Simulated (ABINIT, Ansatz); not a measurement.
## SiC (Moissanite 3C): from Born charge to LO-TO splitting

How high does the longitudinal optical mode of SiC (Moissanite 3C) lie, given the transverse one, the Born charge and ε∞?

Calculated with ABINIT 10.8.3; DFT LDA, scalar-relativistic, plane waves, PseudoDojo norm-conserving pseudopotentials.

## 1. Set-up

It takes space group F-43m (No. 216, cubic). The conventional cell has a = 4.326 Å, b = 4.326 Å, c = 4.326 Å, α = 90.00°, β = 90.00°, γ = 90.00°. Nearest to Si lie 4 C at 1.87 Å. Nearest to C lie 4 Si at 1.87 Å. Farther neighbours are not listed.

This is the cell after its relaxation at this level of theory, not the database cell from which that began.

## 2. What the response run gave

A linear-response run on the relaxed cell, with the response to an electric field; only its zone-centre results are used. Cutoff 48 Ha, k mesh 8×8×8 with shifts.

Numbers of over 12 decimals in the logs are rounded to 6 here.

The log of the run:

```text
[banners, grids, parts of the stress and lines that vanish by symmetry left out]
- input  file    -> dfpt_gamma.abi
- output file    -> dfpt_gamma.abo
- root for input  files -> dfpt_gammai
[...]
DATASET    1 : space group F-4 3 m (#216); Bravais cF (face-center cubic)
[...]
nfft =       64000          nkpt =        1024
[...]
DATASET    2 : space group F-4 3 m (#216); Bravais cF (face-center cubic)
[...]
nfft =       64000          nkpt =        1024
[...]
== DATASET  1 ==================================================================
[...]
cutoff_energies: {ecut:  48.0, pawecutdg:  -1.0, }
[...]
-  6.00000   4.00000  180309                  znucl, zion, pspdat
[...]
Perturbation : derivative vs k along direction   1
[...]
-ETOT  1  -13.935238420790     -1.394E+01 3.306E-01 0.000E+00
 ETOT  2  -13.979900295448     -4.466E-02 3.206E-03 0.000E+00
 ETOT  3  -13.980208230157     -3.079E-04 3.029E-05 0.000E+00
 ETOT  4  -13.980211023958     -2.794E-06 3.464E-07 0.000E+00
 ETOT  5  -13.980211052772     -2.881E-08 4.228E-09 0.000E+00
[...]
At SCF step   12   max residual=  9.99E-21 < tolwfr=  1.00E-20 =>converged.
[...]
Perturbation : derivative vs k along direction   2
[...]
-ETOT  1  -13.935238420622     -1.394E+01 3.306E-01 0.000E+00
[...]
At SCF step   12   max residual=  1.00E-20 < tolwfr=  1.00E-20 =>converged.
[...]
Perturbation : derivative vs k along direction   3
[...]
-ETOT  1  -13.935238420454     -1.394E+01 3.306E-01 0.000E+00
[...]
At SCF step   12   max residual=  1.00E-20 < tolwfr=  1.00E-20 =>converged.
[...]
1        1       1.9220905757    0.0000000000
     1        2      -0.9610452879    0.0000000000
     1        3      -0.9610452879   -0.0000000000
     2        1      -0.9610452879    0.0000000000
     2        2       1.9220905757   -0.0000000000
     2        3       0.9610452879    0.0000000000
     3        1      -0.9610452879   -0.0000000000
     3        2       0.9610452879    0.0000000000
     3        3       1.9220905757    0.0000000000
[...]
== DATASET  2 ==================================================================
[...]
cutoff_energies: {ecut:  48.0, pawecutdg:  -1.0, }
[...]
Perturbation : displacement of atom   1   along direction   1
[...]
-ETOT  1   6.887971     -4.533E+01 3.152E-01 5.383E+02
[...]
At SCF step    9       vres2   =  1.13E-12 < tolvrs=  1.00E-10 =>converged.
[...]
At SCF step    8       vres2   =  8.47E-12 < tolvrs=  1.00E-10 =>converged.
[...]
-ETOT  1   1.854914     -5.461E+00 1.775E-01 3.830E+03
[...]
ETOT  7   1.321072     -2.652E-10 6.025E-12 1.128E-08
 ETOT  8   1.321072     -3.379E-12 8.891E-14 8.349E-12
 At SCF step    8       vres2   =  8.35E-12 < tolvrs=  1.00E-10 =>converged.
[...]
Dielectric tensor, in cartesian coordinates,
[...]
1    4   1    4         6.8699886540        -0.0000000000
   1    4   2    4         0.0000000000        -0.0000000000
   1    4   3    4         0.0000000000        -0.0000000000
   2    4   1    4         0.0000000000        -0.0000000000
   2    4   2    4         6.8699886540        -0.0000000000
   2    4   3    4        -0.0000000000        -0.0000000000
   3    4   1    4         0.0000000000        -0.0000000000
   3    4   2    4        -0.0000000000        -0.0000000000
   3    4   3    4         6.8699886540        -0.0000000000
  Effective charges, in cartesian coordinates,
[...]
1    1   1    4         2.7222830442         0.0000000000
   2    1   1    4        -0.0000000000         0.0000000000
   3    1   1    4         0.0000000000         0.0000000000
   1    2   1    4        -2.7223468115         0.0000000000
   2    2   1    4        -0.0000000000         0.0000000000
[...]
Effective charges, in cartesian coordinates,
[...]
Rigid-atom elastic tensor , in cartesian coordinates,
[...]
Rigid-atom proper piezoelectric tensor, in cartesian coordinates,
[...]
2    4   2    6         0.0158187366         0.0000000000
   2    4   3    6         0.0000000000         0.0000000000
   3    4   1    5        -0.0000000000         0.0000000000
   3    4   2    5         0.0000000000         0.0000000000
   3    4   3    5         0.0000000000         0.0000000000
   3    4   1    6         0.0000000000         0.0000000000
   3    4   2    6         0.0000000000         0.0000000000
   3    4   3    6         0.0158187366         0.0000000000
  Phonon wavevector (reduced coordinates) :  0.00000  0.00000  0.00000
 Phonon energies in Hartree :
[...]
Phonon frequencies in cm-1    :
-  3.701784E-01  3.701785E-01  3.701789E-01  7.979762E+02  7.979762E+02
-  7.979762E+02
  Phonon at Gamma, with non-analyticity in the
[...]
Phonon energies in Hartree :
[...]
Phonon frequencies in cm-1    :
-  3.701784E-01  3.701785E-01  3.702095E-01  7.979762E+02  7.979762E+02
-  9.739434E+02
  Phonon at Gamma, with non-analyticity in the
[...]
Phonon energies in Hartree :
[...]
Phonon frequencies in cm-1    :
-  3.701784E-01  3.701789E-01  3.702092E-01  7.979762E+02  7.979762E+02
-  9.739434E+02
  Phonon at Gamma, with non-analyticity in the
[...]
Phonon energies in Hartree :
[...]
Phonon frequencies in cm-1    :
-  3.701785E-01  3.701789E-01  3.702090E-01  7.979762E+02  7.979762E+02
-  9.739434E+02
[...]
fcart2     0.0000000000E+00  0.0000000000E+00  0.0000000000E+00
           strten2     0.0000000000E+00  0.0000000000E+00  0.0000000000E+00
================================================================================
```

| quantity | value |
| --- | --- |
| cell volume Ω (Å³) | 20.236 |
| mass of Si (u) | 28.085 |
| mass of C (u) | 12.011 |
| Born charge of Si, raw (e) | 2.722 |
| Born charge of C, raw (e) | -2.722 |
| ε∞ | 6.870 |
| ω(TO) after the sum rule (cm⁻¹) | 798.0 |

## 3. The calculation

The charges must sum to zero over the cell; taking off their mean, 0.000 e, leaves Z* = 2.722 e on Si. In the polar mode Si moves against C, so the reduced mass is μ = 28.09 × 12.01 / 40.10 = 8.413 u.

A longitudinal wave builds up a field that adds to the restoring force: ω(LO)² = ω(TO)² + 4π Z*² / (μ Ω ε∞), in Hartree atomic units. With μ = 15336 electron masses and Ω = 136.56 bohr³ the second term is 6.4729e-06 Ha², or 311795 cm⁻² (1 Ha = 219474.6 cm⁻¹).

So ω(LO) = √(636772 + 311795) = 973.9 cm⁻¹, and by the Lyddane-Sachs-Teller relation ε₀ = ε∞ (ω(LO)/ω(TO))² = 10.23.

## 4. Check against the program

The analysis program adds the same non-analytic term to the full matrix.

The log of the run:

```text
[banners, grids, parts of the stress and lines that vanish by symmetry left out]
-outvars_anaddb: echo values of input variables ----------------------

 Flags :
[...]
Dielectric Tensor and Effective Charges
[...]
Effective charge tensors after
[...]
Phonon wavevector (reduced coordinates) :  0.00000  0.00000  0.00000
 Phonon energies in Hartree :
[...]
Phonon energies in meV     :
-  0.000000E+00  0.000000E+00  0.000000E+00  9.893642E+01  9.893642E+01
-  9.893642E+01
 Phonon frequencies in cm-1    :
-  0.000000E+00  0.000000E+00  0.000000E+00  7.979760E+02  7.979760E+02
-  7.979760E+02
 Phonon frequencies in Thz     :
-  0.000000E+00  0.000000E+00  0.000000E+00  2.392272E+01  2.392272E+01
-  2.392272E+01
 Phonon energies in Kelvin  :
-  0.000000E+00  0.000000E+00  0.000000E+00  1.148109E+03  1.148109E+03
-  1.148109E+03
[...]
-  1  0.00000000E+00  0.00000000E+00  3.69884996E-03
-     0.00000000E+00  0.00000000E+00  0.00000000E+00
-  2  0.00000000E+00  0.00000000E+00  3.69885000E-03
-     0.00000000E+00  0.00000000E+00  0.00000000E+00
[...]
-  1  0.00000000E+00  3.69884996E-03  0.00000000E+00
-     0.00000000E+00  0.00000000E+00  0.00000000E+00
-  2  0.00000000E+00  3.69884999E-03  0.00000000E+00
-     0.00000000E+00  0.00000000E+00  0.00000000E+00
[...]
-  1  3.69884996E-03  0.00000000E+00  0.00000000E+00
-     0.00000000E+00  0.00000000E+00  0.00000000E+00
-  2  3.69884999E-03  0.00000000E+00  0.00000000E+00
-     0.00000000E+00  0.00000000E+00  0.00000000E+00
[...]
-  1  2.70879738E-07 -4.90303369E-07 -2.41888494E-03
-     0.00000000E+00  0.00000000E+00  0.00000000E+00
-  2 -6.33402117E-07  1.14648365E-06  5.65611460E-03
-     0.00000000E+00  0.00000000E+00  0.00000000E+00
[...]
-  1  8.85154839E-07  2.41888480E-03 -4.90204215E-07
-     0.00000000E+00  0.00000000E+00  0.00000000E+00
-  2 -2.06977071E-06 -5.65611426E-03  1.14625180E-06
-     0.00000000E+00  0.00000000E+00  0.00000000E+00
[...]
-  1  2.41888483E-03 -8.85099920E-07  2.71059134E-07
-     0.00000000E+00  0.00000000E+00  0.00000000E+00
-  2 -5.65611434E-03  2.06964229E-06 -6.33821600E-07
-     0.00000000E+00  0.00000000E+00  0.00000000E+00
[...]
-     1          0.000000    -0.000000    -0.000000     0.000000
-     2         -0.000000    -0.000000     0.000000     0.000000
-     3         -0.000000     0.000000     0.000000     0.000000
-     4          0.000400    -0.000724    -3.573470     3.573470
-     5          0.001308     3.573470    -0.000724     3.573470
-     6          3.573470    -0.001308     0.000400     3.573470
[...]
-   1     Real    0.0000E+00  0.0000E+00  0.0000E+00  0.0000E+00  0.0000E+00  0.0000E+00  0.0000E+00
[...]
-  1  0.00000000E+00  0.00000000E+00  3.69884996E-03
-     0.00000000E+00  0.00000000E+00  0.00000000E+00
-  2  0.00000000E+00  0.00000000E+00  3.69885000E-03
-     0.00000000E+00  0.00000000E+00  0.00000000E+00
[...]
Phonon at Gamma, with non-analyticity in the
[...]
Phonon energies in Hartree :
[...]
Phonon energies in meV     :
-  0.000000E+00  0.000000E+00  0.000000E+00  9.893642E+01  9.893642E+01
-  1.207534E+02
 Phonon frequencies in cm-1    :
-  0.000000E+00  0.000000E+00  0.000000E+00  7.979760E+02  7.979760E+02
-  9.739417E+02
 Phonon frequencies in Thz     :
-  0.000000E+00  0.000000E+00  0.000000E+00  2.392272E+01  2.392272E+01
-  2.919804E+01
 Phonon energies in Kelvin  :
-  0.000000E+00  0.000000E+00  0.000000E+00  1.148109E+03  1.148109E+03
-  1.401285E+03
[...]
Phonon at Gamma, with non-analyticity in the
[...]
Phonon energies in Hartree :
[...]
Phonon energies in meV     :
-  0.000000E+00  0.000000E+00  0.000000E+00  9.893642E+01  9.893642E+01
-  1.207534E+02
 Phonon frequencies in cm-1    :
-  0.000000E+00  0.000000E+00  0.000000E+00  7.979760E+02  7.979760E+02
-  9.739417E+02
 Phonon frequencies in Thz     :
-  0.000000E+00  0.000000E+00  0.000000E+00  2.392272E+01  2.392272E+01
-  2.919804E+01
 Phonon energies in Kelvin  :
-  0.000000E+00  0.000000E+00  0.000000E+00  1.148109E+03  1.148109E+03
-  1.401285E+03
[...]
-  1  2.11213257E-07 -3.69884985E-03  8.86938934E-07
-     0.00000000E+00  0.00000000E+00  0.00000000E+00
-  2  2.11216672E-07 -3.69884988E-03  8.86942356E-07
-     0.00000000E+00  0.00000000E+00  0.00000000E+00
[...]
-  1  3.69884996E-03  2.11235355E-07  0.00000000E+00
-     0.00000000E+00  0.00000000E+00  0.00000000E+00
-  2  3.69884999E-03  2.11231942E-07  0.00000000E+00
-     0.00000000E+00  0.00000000E+00  0.00000000E+00
[...]
-  1  4.58594356E-04  1.43436467E-03 -1.89295903E-03
-     0.00000000E+00  0.00000000E+00  0.00000000E+00
-  2 -1.07233800E-03 -3.35399622E-03  4.42633422E-03
-     0.00000000E+00  0.00000000E+00  0.00000000E+00
[...]
-  1  1.92103123E-03 -1.35766998E-03 -5.63361254E-04
-     0.00000000E+00  0.00000000E+00  0.00000000E+00
-  2 -4.49197588E-03  3.17465989E-03  1.31731599E-03
-     0.00000000E+00  0.00000000E+00  0.00000000E+00
[...]
Direction                     Dielectric constant
[...]
Elastic Tensor (clamped ion) (unit:10^2GP):
[...]
Elastic Tensor (relaxed ion) (unit:10^2GP):
[...]
Calculation of the tensor related to piezoelectric effetc
[...]
Proper piezoelectric constants (clamped ion) (unit:c/m^2)
[...]
Proper piezoelectric constants (relaxed ion) (unit:c/m^2)
[...]
-0.00000000     -0.04233061     -0.00000000
      0.00000000      0.00000000     -0.04233061
-
```

```csv
quantity,by hand,program
ω(LO) (cm⁻¹),973.9,973.9
ε₀,10.23,10.23
```

## 5. What came out

| Property | Result |
| --- | --- |
| TO mode | 798.0 cm⁻¹ |
| LO mode | 973.9 cm⁻¹ |
| static dielectric constant | 10.23 |

**Reading.** The LO mode of SiC (Moissanite 3C) lies at 974 cm⁻¹, 176 cm⁻¹ above the TO mode; the formula meets the program within 0.1 cm⁻¹, as it must for a cubic crystal with one polar mode. ω(LO)² − ω(TO)² goes with Z*²/ε∞: an error of 5 % in ε∞ would move the LO mode by 7.7 cm⁻¹, and semilocal functionals tend to overestimate ε∞. These are harmonic values at zero temperature, at the volume of this functional, for the structure held cubic; stability elsewhere in the zone is no part of this calculation.

[Host names and launcher messages were left out of these logs when they were recorded.]

[Logs are printed without paths, hosts, clocks, repeated set-up lines and the standing remarks that a program may print on its own settings, such as how far it seeks lower states.]

[Hosts, paths, dates, database ids (printed as entryN), source tags and the programs' standing remarks are cut or masked in the printed files.]
